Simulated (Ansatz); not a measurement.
Here is an Ansatz 0.2.0 calculation.

File input.yaml:

```yaml
crystal:
  lattice:
    - [0.0, 3.15085, 3.15085]
    - [3.15085, 0.0, 3.15085]
    - [3.15085, 3.15085, 0.0]
  atoms:
    - { symbol: Te, position: [0.5, 0.5, 0.5] }
    - { symbol: Sn, position: [0.0, 0.0, 0.0] }
kpoints:
  mp_grid: { grid: [5, 5, 5] }
  band_path:
    path:
      - [0.0, 0.0, 0.0]
      - [0.5, 0.0, 0.5]
      - [0.5, 0.25, 0.75]
      - [0.375, 0.375, 0.75]
      - [0.0, 0.0, 0.0]
      - [0.5, 0.5, 0.5]
      - [0.625, 0.25, 0.625]
      - [0.5, 0.25, 0.75]
    npoints: 12
scf:
  occupations: { method: fermi_dirac, width: 0.05 }
hamiltonian:
  xc: pbesol
  pseudopotentials: { kind: all_electron, lapw: { basis_error: 0.001 } }
magnetization:
  noncollinear: true
  spin_orbit: true
output:
  forces: true
  stress: true
  eigenvalues: true
```

Potentials or basis: all-electron LAPW, relativistic spinors.

Launch:

```bash
$ ansatz run input.yaml --threads 1 --pin off --max-ram 3072MiB --backend cpu --events-out ev --progress --plain --runs-dir out
```

(1) Estimate the band gap along the path.

(2) Predict the pressure.

Answers

(1) 0.22 eV, indirect (least direct gap 0.29 eV).

(2) -0.4 GPa.

Caveat: this odd mesh misses L, where the gap lies, so gap, dielectric constants and Born charges aren't listed.

**Measured values to compare with.**

A printed reference work, textbook reports, for a bulk crystal of SnTe at 300 K: band gap 0.18 eV (direct).

A measured direct gap of SnTe is 0.18 eV (direct; 300 K; a printed reference work, textbook); the calculated 0.29 eV misses it by +0.11 eV. The value is that of PBEsol, without temperature or zero-point motion.
